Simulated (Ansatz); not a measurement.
# ZrB2 under changes of volume

One of the cells (10.249 Å³/atom); the others are scaled copies at fixed shape and fractional positions:

```
Zr B
1.0
     3.17000    0.00000    0.00000
    -1.58500    2.74530    0.00000
     0.00000    0.00000    3.53300
Zr B
1 2
Direct
  0.00000 0.00000 0.00000
  0.66667 0.33333 0.50000
  0.33333 0.66667 0.50000
```

| Item | Value |
| --- | --- |
| Program | Ansatz 0.2.0 |
| Functional | rPW86-PBE |
| Potentials or basis | Ansatz PAW |
| Cutoff | 420 eV (not typed: the program's choice for these potentials) |
| k mesh | 10 × 10 × 8 |
| Occupations | gaussian, width 0.1 eV |
| Spin | no spin polarisation |

```csv
volume (Å³/atom),energy over the lowest point (meV/atom),pressure (GPa)
9.634,54.69,22.5
9.839,30.05,16.1
10.044,13.20,10.3
10.249,?,?
10.454,0.00,0.3
10.659,2.41,-4.0
10.864,10.10,-7.9
```

Task: What does the run at 10.249 Å³/atom give?

Result: Energy over the lowest point 3.42 meV/atom; pressure 5.1 GPa.

Worked out: A Birch-Murnaghan fit of order 3 (a polynomial in V^(-2/3)) to the other rows has its minimum at 10.47 Å³/atom with B0 = V·E''(V) = 230 GPa and B' = 3.9 at fixed shape and positions, which overstates the stiffness. It gives 3.40 meV/atom at 10.249 Å³/atom, against the run's 3.42, and -dE/dV = 5.1 GPa, against 5.1.

Energies are extrapolated to zero smearing.

Caveats: the PAW data sets come from PBE, with cores solved anew for the run's functional, which leaves a small shift of forces and pressure.
